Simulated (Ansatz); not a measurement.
# Sb (Im-3m) in Ansatz: notebook

The runs below take Sb through single point, equation of state, with r2SCAN.

Program: Ansatz 0.2.0. These are calculated values, not measurements. Logs are shortened: lines on timing, memory, paths and dates and some standing lists are left out, and cuts for length are marked.

## (1) The crystal as given

It takes space group Im-3m (No. 229, cubic). The conventional cell has a = 3.743 Å, b = 3.743 Å, c = 3.743 Å, α = 90.00°, β = 90.00°, γ = 90.00°. Around Sb (site symmetry m-3m) lie 8 Sb at 3.24 Å.

This isn't the form of Sb at room conditions, which is rhombohedral.

## (2) Single point, r2SCAN, 24.64 Å³/atom (volume scaled by 0.94)

input.yaml reads:

```yaml
crystal:
  lattice:
    - [-1.8331395369, 1.8331395369, 1.8331395369]
    - [1.8331395369, -1.8331395369, 1.8331395369]
    - [1.8331395369, 1.8331395369, -1.8331395369]
  atoms:
    - { symbol: Sb, position: [0.0, 0.0, 0.0] }
hamiltonian:
  xc: r2scan
  pseudopotentials: { kind: paw }
kpoints:
  mp_grid: { grid: [10, 10, 10] }
scf:
  occupations: { method: fermi_dirac, width: 0.05 }
output:
  forces: true
  stress: true
  eigenvalues: true
```

Potentials or basis: Ansatz PAW.

Run with:

```sh
$ ansatz run input.yaml --threads 2 --pin off --max-ram 5632MiB --backend cpu --events-out ev --progress --plain --runs-dir out
```

Output:

```text
Warning: RAYON_NUM_THREADS=2 ignored (pool sized by the plan → 2); use --threads N
Engine: ansatz 0.2.0, x86_64-unknown-linux-gnu
Pseudopotentials: kind: paw
Pseudopotential: Sb, paw, valence charge 15, recommended cutoff 500 eV (meta_gga), Sb.paw.azcp
Functional definition: r2SCAN
  parameter k0 = 0.174
  parameter k1 = 0.065
  parameter a1 = 4.9479
  exchange = r2scan_x(k0 = k0, k1 = k1, a1 = a1)
  correlation = r2scan_c
Crystal: 1 atoms, lattice volume = 24.640 Å³
Basis set: ecut = 500 eV, 627 PW (Γ), exchange–correlation on 96×96×96 points (64 copies of the dense FFT grid, shifted against one another)
Bands: 12, of which v1, the nominal top of the filled ones, is band 8 counted from 1 (7 counted from 0)
Symmetry: 48 space group operations
Space group: Im-3m (ITA 229), of the structure as read, at distance tolerance 2.9e-5 Å
k-points: 47 of 1000
Non-local potential: Sb, projectors of the file, l = 0: 2, l = 1: 2, l = 2: 2, l = 3: 2
PAW form: soft (Blöchl's): semilocal exchange-correlation on the pseudo side does not see the compensation charge
PAW frozen core: Sb, regenerated for the run's functional (the file was generated under x = pbe(κ = 0.804, μ = 0.2195149727645171), c = pbe(β = 0.06672455060314922))
PAW one-centre angular grid: Sb, 590 points (default); XC on 160 Gauss nodes
Initial density: superposition of atomic densities (neutral atoms: chi_scale 0, normalization atom), corrected by the library's trained network
Initial wavefunctions: pseudopotential atomic-orbital guess
Functional: x = r2scan, c = r2scan; τ floored in thin density (d = 2e-4 eV/Å³)
SCF iter   1: F=—  HF=-6498.685029 eV  |F-HF|=—  |Δ(HF+E_count)|=         —  Δρ=4.82e-3  dr2=2.00e-3  dr2_τ=4.08e-4  ethr=1.77e-3  ⟨swp⟩=5.5  Hψ=3431  notcnv=0
preconditioner: auto → Kerker (q_TF=auto, 2.512 Å⁻¹)  [metal: Δε(μ)=0.054 eV  Ē_g=13.809 eV  σ=0.050 eV  W_gap=0.26  n_scr=12 (ndim 8)  ℏωp=16.7 eV  f_vac=0.000  D(μ)=1.09/eV (n_scr^D=12)]
SCF iter   2: F=—  HF=-6498.702643 eV  |F-HF|=—  |Δ(HF+E_count)|=   1.76e-2  Δρ=2.84e-3  dr2=8.88e-4  dr2_τ=1.27e-5  ethr=1.33e-5  ⟨swp⟩=2.2  Hψ=1469  notcnv=0  defer=19
SCF iter   3: F=—  HF=-6498.704006 eV  |F-HF|=—  |Δ(HF+E_count)|=   1.36e-3  Δρ=8.59e-4  dr2=1.22e-4  dr2_τ=5.33e-6  ethr=5.92e-6  ⟨swp⟩=2.0  Hψ=710  notcnv=0  defer=19
SCF iter   4: F=—  HF=-6498.704162 eV  |F-HF|=—  |Δ(HF+E_count)|=   1.57e-4  Δρ=2.34e-4  dr2=7.94e-6  dr2_τ=2.35e-7  ethr=8.15e-7  ⟨swp⟩=3.0  Hψ=908  notcnv=0  defer=19
SCF iter   5: F=—  HF=-6498.704166 eV  |F-HF|=—  |Δ(HF+E_count)|=   3.70e-6  Δρ=8.15e-5  dr2=1.58e-6  dr2_τ=3.09e-8  ethr=5.29e-8  ⟨swp⟩=2.1  Hψ=656  notcnv=0  defer=19
SCF iter   6: F=-6498.704170 eV  HF=-6498.704170 eV  |F-HF|=7.18e-8  |Δ(HF+E_count)|=   3.52e-6  Δρ=1.50e-5  dr2=6.36e-8  dr2_τ=7.00e-10  ethr=6.67e-10  ⟨swp⟩=5.3  Hψ=2757  notcnv=0
SCF 1 converged in 6 iterations: F = -6498.704170 eV  dr2 = 6.36e-8
SCF converged after 6 iterations
Free energy (F): -6498.704170 eV
Harris-Foulkes:  -6498.704170 eV  (|F-HF|=7.18e-8)
Internal energy: -6498.695788 eV  (E = F + TS)
E sigma→0 (E₀):  -6498.699979 eV
Entropy (-TS):   -0.008382 eV (-8.382 meV/atom)
Fermi energy:    13.032206 eV
--- Per-component energies (eV) ---
  E_band       = -134.003540
  E_kinetic    = 207.453813
  E_local      = -1362.322781  (includes V_loc(G=0)·N_el)
  E_nonlocal   = 362.703766
  E_hartree    = 630.264479
  E_xc         = -127.950412
  E_vxc        = -103.751615  (∫ρ·V_xc dr)
  E_paw        = -4601.340790  (= ΣΔE_a)
  E_vpaw       = -505.618103  (= ΣTr[D̂ρ^β])
  E_aug_tail   = -0.000001  (compensation charges beyond the density's cutoff)
  E_vtau       = 7.010078  (kinetic-family band-sum trace: ∫τ·v_τ [+ j·A + Jᵃ·Aᵃ] dr)
  E_ewald      = -1608.009899
  E_core_change = 0.506037  (= ΣΔE_core)
  E_smearing   = -0.008382  (= −TS)
  E_closure    = -0.000000  (closes the sum)
  Σ components = -6498.704170   (vs F -6498.704170, Δ=0.00e0)
--- Forces (eV/Å), atoms counted from 1 ---
  atom   1  Sb    -0.00000000     0.00000000     0.00000000
  max |Σ_I F_I| component: 1.60e-31 eV/Å
--- Stress (GPa, compression-positive) ---
        7.506146       0.000000       0.000000
        0.000000       7.506146      -0.000000
       -0.000000       0.000000       7.506146
  P = ⅓ Tr σ = 7.5061 GPa (75.061 kbar)
--- Band table (eV; the first three rows and the last of 47) ---
  k-point 0: bands = ["-17.1196", "-17.1196", "-17.1196", "-17.0138", "-17.0138", "-1.1767", "19.5932", "19.5932", "19.5932", "25.1615", "25.1615", "25.1615"]
  k-point 1: bands = ["-17.1226", "-17.1140", "-17.1031", "-17.0174", "-17.0146", "-0.9359", "17.8331", "18.7683", "19.3686", "23.5329", "23.6294", "25.1602"]
  k-point 2: bands = ["-17.1306", "-17.1014", "-17.0596", "-17.0250", "-17.0166", "-0.2156", "14.5121", "17.3091", "18.7736", "22.1665", "22.2969", "25.1942"]
  k-point 46: bands = ["-17.1258", "-17.1258", "-16.9601", "-16.9601", "-16.9601", "7.9093", "10.6198", "10.6198", "10.6198", "16.2064", "16.2064", "31.4020"]
```

It took 8 s on 2 threads of Intel Xeon at 2.50GHz (Skylake/Cascade Lake), shared host; peak memory 0.36 GiB.

Results:

```
Free energy            : -6498.7042 eV
Pressure               : 7.5 GPa
Band gap on the k mesh : none (metal or under the smearing width)
```

Caveat: the PAW data sets come from PBE, with cores solved anew for the run's functional, which leaves a small shift of forces and pressure.

## (3) Single point, r2SCAN, 25.16 Å³/atom (volume scaled by 0.96)

Edit input.yaml of step 2 so:

```diff
@@ -2,5 +2,5 @@
   lattice:
-    - [-1.8331395369, 1.8331395369, 1.8331395369]
-    - [1.8331395369, -1.8331395369, 1.8331395369]
-    - [1.8331395369, 1.8331395369, -1.8331395369]
+    - [-1.8460493956, 1.8460493956, 1.8460493956]
+    - [1.8460493956, -1.8460493956, 1.8460493956]
+    - [1.8460493956, 1.8460493956, -1.8460493956]
   atoms:
```

Potentials or basis: Ansatz PAW.

Run with:

```sh
$ ansatz run input.yaml --threads 2 --pin off --max-ram 5632MiB --backend cpu --events-out ev --progress --plain --runs-dir out
```

It used 5 s of CPU time on 2 threads of Intel(R) Xeon(R) Processor @ 2.50GHz (Skylake/Cascade Lake) (shared host), which was overloaded at the time.

It converged, with:

| Property | Result |
| --- | --- |
| Free energy | -6498.7256 eV |
| Pressure | 5.7 GPa |
| Band gap on the k mesh | none (metal or under the smearing width) |

Caveat: the PAW data sets come from PBE, with cores solved anew for the run's functional, which leaves a small shift of forces and pressure.

## (4) Single point, r2SCAN, 25.69 Å³/atom (volume scaled by 0.98)

input.yaml reads:

```yaml
crystal:
  lattice:
    - [-1.8587811731, 1.8587811731, 1.8587811731]
    - [1.8587811731, -1.8587811731, 1.8587811731]
    - [1.8587811731, 1.8587811731, -1.8587811731]
  atoms:
    - { symbol: Sb, position: [0.0, 0.0, 0.0] }
hamiltonian:
  xc: r2scan
  pseudopotentials: { kind: paw }
kpoints:
  mp_grid: { grid: [10, 10, 10] }
scf:
  occupations: { method: fermi_dirac, width: 0.05 }
output:
  forces: true
  stress: true
  eigenvalues: true
  write_density: true
  write_potential: true
  elf: true
  volumetric_format: npy
```

Run with:

```sh
$ ansatz run input.yaml --threads 2 --pin off --max-ram 5632MiB --backend cpu --events-out ev --progress --plain --runs-dir out
```

It took 8.4 s on 2 threads of Intel Xeon at 2.50GHz (Skylake/Cascade Lake), shared host; peak memory 0.37 GiB.

The run converged. Its results:

```yaml
Free_energy: -6498.7413 eV
Pressure: 4.0 GPa
Band_gap_on_the_k_mesh: none (metal or under the smearing width)
```

Caveat: the PAW data sets come from PBE, with cores solved anew for the run's functional, which leaves a small shift of forces and pressure.

## (5) Single point, r2SCAN, 26.21 Å³/atom

Edit input.yaml of step 4 so:

```diff
@@ -2,5 +2,5 @@
   lattice:
-    - [-1.8587811731, 1.8587811731, 1.8587811731]
-    - [1.8587811731, -1.8587811731, 1.8587811731]
-    - [1.8587811731, 1.8587811731, -1.8587811731]
+    - [-1.8713408863, 1.8713408863, 1.8713408863]
+    - [1.8713408863, -1.8713408863, 1.8713408863]
+    - [1.8713408863, 1.8713408863, -1.8713408863]
   atoms:
```

Run with:

```sh
$ ansatz run input.yaml --threads 2 --pin off --max-ram 5632MiB --backend cpu --events-out ev --progress --plain --runs-dir out
```

Wall time 9.3 s (2 threads of Intel Xeon at 2.50GHz (Skylake/Cascade Lake), shared host); peak memory 0.36 GiB.

It converged, with:

| Quantity | Value |
| --- | --- |
| Free energy | -6498.7519 eV |
| Pressure | 2.5 GPa |
| Band gap on the k mesh | none (metal or under the smearing width) |

Caveat: the PAW data sets come from PBE, with cores solved anew for the run's functional, which leaves a small shift of forces and pressure.

## (6) Single point, r2SCAN, 26.74 Å³/atom (volume scaled by 1.02)

input.yaml reads:

```yaml
crystal:
  lattice:
    - [-1.8837342335, 1.8837342335, 1.8837342335]
    - [1.8837342335, -1.8837342335, 1.8837342335]
    - [1.8837342335, 1.8837342335, -1.8837342335]
  atoms:
    - { symbol: Sb, position: [0.0, 0.0, 0.0] }
hamiltonian:
  xc: r2scan
  pseudopotentials: { kind: paw }
kpoints:
  mp_grid: { grid: [10, 10, 10] }
scf:
  occupations: { method: fermi_dirac, width: 0.05 }
output:
  forces: true
  stress: true
  eigenvalues: true
```

Potentials or basis: Ansatz PAW.

Run with:

```sh
$ ansatz run input.yaml --threads 2 --pin off --max-ram 5632MiB --backend cpu --events-out ev --progress --plain --runs-dir out
```

Run time: 8.4 s. Hardware: 2 threads of Intel Xeon at 2.50GHz (Skylake/Cascade Lake), shared host; peak memory 0.37 GiB.

The run converged. Its results:

| Item | Value |
| --- | --- |
| Free energy | -6498.7577 eV |
| Pressure | 1.1 GPa |
| Band gap on the k mesh | none (metal or under the smearing width) |

Caveat: the PAW data sets come from PBE, with cores solved anew for the run's functional, which leaves a small shift of forces and pressure.

## (7) Single point, r2SCAN, 27.26 Å³/atom (volume scaled by 1.04)

Edit input.yaml of step 6 so:

```diff
@@ -2,5 +2,5 @@
   lattice:
-    - [-1.8837342335, 1.8837342335, 1.8837342335]
-    - [1.8837342335, -1.8837342335, 1.8837342335]
-    - [1.8837342335, 1.8837342335, -1.8837342335]
+    - [-1.8959666167, 1.8959666167, 1.8959666167]
+    - [1.8959666167, -1.8959666167, 1.8959666167]
+    - [1.8959666167, 1.8959666167, -1.8959666167]
   atoms:
```

Run with:

```sh
$ ansatz run input.yaml --threads 2 --pin off --max-ram 5632MiB --backend cpu --events-out ev --progress --plain --runs-dir out
```

It used 4.9 s of CPU time on 2 threads of Intel(R) Xeon(R) Processor @ 2.50GHz (Skylake/Cascade Lake) (shared host), which was overloaded at the time.

The run converged. Its results:

```yaml
Free_energy: -6498.7594 eV
Pressure: -0.1 GPa
Band_gap_on_the_k_mesh: none (metal or under the smearing width)
```

Caveat: the PAW data sets come from PBE, with cores solved anew for the run's functional, which leaves a small shift of forces and pressure.

## (8) Single point, r2SCAN, 27.79 Å³/atom (volume scaled by 1.06)

Edit input.yaml of step 7 so:

```diff
@@ -2,5 +2,5 @@
   lattice:
-    - [-1.8959666167, 1.8959666167, 1.8959666167]
-    - [1.8959666167, -1.8959666167, 1.8959666167]
-    - [1.8959666167, 1.8959666167, -1.8959666167]
+    - [-1.9080431628, 1.9080431628, 1.9080431628]
+    - [1.9080431628, -1.9080431628, 1.9080431628]
+    - [1.9080431628, 1.9080431628, -1.9080431628]
   atoms:
```

Run with:

```sh
$ ansatz run input.yaml --threads 2 --pin off --max-ram 5632MiB --backend cpu --events-out ev --progress --plain --runs-dir out
```

Run time: 7 s. Hardware: 2 threads of Intel Xeon at 2.50GHz (Skylake/Cascade Lake), shared host; peak memory 0.37 GiB.

Results (log left out):

```yaml
Free_energy: -6498.7571 eV
Pressure: -1.2 GPa
Band_gap_on_the_k_mesh: none (metal or under the smearing width)
```

Caveat: the PAW data sets come from PBE, with cores solved anew for the run's functional, which leaves a small shift of forces and pressure.

## (9) Equation of state, r2SCAN

Potentials or basis: Ansatz PAW.

This step only gathers the single runs of the series.

What came out:

```
Equilibrium volume                      : 27.21 Å³/atom
Bulk modulus                            : 61 GPa
Pressure derivative of the bulk modulus : 4.1
```

Energy against volume, from the lowest point:
| volume (Å³/atom) | energy (meV/atom) |
| --- | --- |
| 24.640 | 55.18 |
| 25.165 | 33.72 |
| 25.689 | 18.00 |
| 26.213 | 7.46 |
| 26.737 | 1.61 |
| 27.262 | 0.00 |
| 27.786 | 2.23 |

Caveat: the PAW data sets were made with another functional, which shifts forces and pressure a little.
